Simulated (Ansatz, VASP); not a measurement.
**One calculation of Pb, two programs**

```
Pb
1.0
    -1.99988    1.99988    1.99988
     1.99988   -1.99988    1.99988
     1.99988    1.99988   -1.99988
Pb
1
Direct
  0.00000 0.00000 0.00000
```

Alike in both runs: functional PBE; k mesh 15 × 15 × 15; occupations fermi-dirac, width 0.1 eV; no spin polarisation.

Ansatz relaxed the structure, and its values are those at the end. VASP's run is a single point on that final structure, the one shown.

```csv
,VASP,Ansatz
version,VASP 6.6.1,Ansatz 0.2.0
potentials or method,"VASP PAW PBE potentials, release 64 (Pb_d)","PAW with Ansatz's default frozen-core files, scalar-relativistic"
plane-wave cutoff (eV),520,420
valence electrons in the cell,14,14
```

|  | VASP | Ansatz | Ansatz less VASP |
| --- | --- | --- | --- |
| pressure (GPa) | 0.0 | 0.0 | +0.06 |

With one functional, cell and mesh, what is left measures potentials, basis and numerics.

Spin-orbit coupling is left out, which matters for the levels of Pb.
